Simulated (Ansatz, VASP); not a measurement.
## Two plane-wave programs on HfN

Contents of INCAR:

```
PREC = Accurate
ENCUT = 520
EDIFF = 1E-6
ISMEAR = 0
SIGMA = 0.15
LREAL = F
LASPH = T
NELM = 60
ALGO = Normal
ISIF = 2
LWAVE = F
LCHARG = F
GGA = PS
NBANDS = 14
```

The input KPOINTS:

```
Automatic mesh
0
Gamma
  16 16 16
```

File POSCAR:

```
HfN
1.0
    0.0000000000      2.4548220000      2.4548220000
    2.3566291200      0.0000000000      2.4548220000
    2.3566291200      2.4548220000      0.0000000000
Hf N
1 1
Direct
    0.0000000000      0.0000000000      0.0000000000
    0.7500000000      0.7500000000      0.7500000000
```

Input for Ansatz:

```yaml
crystal:
  lattice:
    - [0.0, 2.454822, 2.454822]
    - [2.35662912, 0.0, 2.454822]
    - [2.35662912, 2.454822, 0.0]
  atoms:
    - { symbol: Hf, position: [0.0, 0.0, 0.0] }
    - { symbol: "N", position: [0.75, 0.75, 0.75] }
basis:
  ecutwfc: 420
kpoints:
  mp_grid: { grid: [16, 16, 16] }
hamiltonian:
  xc: pbesol
scf:
  occupations: { method: gaussian, width: 0.15 }
output:
  forces: true
  stress: true
  eigenvalues: true
```

Change from the starting cell: strain -0.0400 x Voigt [1, 0, 0, 0, 0, 0], atoms carried along.

Alike in both runs: task single point; functional PBEsol; k mesh 16 × 16 × 16; occupations gaussian, width 0.15 eV; no spin polarisation.

|  | VASP | Ansatz |
| --- | --- | --- |
| version | VASP 6.6.1 | Ansatz 0.2.0 |
| potentials or method | VASP PAW PBE potentials, release 64 (Hf_pv, N) | scalar-relativistic, plane waves, PAW |
| plane-wave cutoff (eV) | 520 | 420 |
| valence electrons in the cell | 15 | 31 |

VASP gave:

```
gap on the k mesh at the Fermi level (eV)       : none
pressure (GPa)                                  : 2.2
largest component of the traceless stress (GPa) : 3.79
```

Task: Estimate Ansatz's values.

Result: gap on the k mesh at the Fermi level (eV): none; pressure (GPa): 3.0; largest component of the traceless stress (GPa): 3.80.

A gap of «none» marks a metal or a gap that the smearing closes. The functional is the same, so the differences come from potentials, cutoffs and numerics. The two sets of potentials don't hold the same shells in valence.

Caveats: the PAW data sets were made with another functional, which shifts forces and pressure a little (VASP). The runs have no spin-orbit coupling, so splittings on Hf are missing.
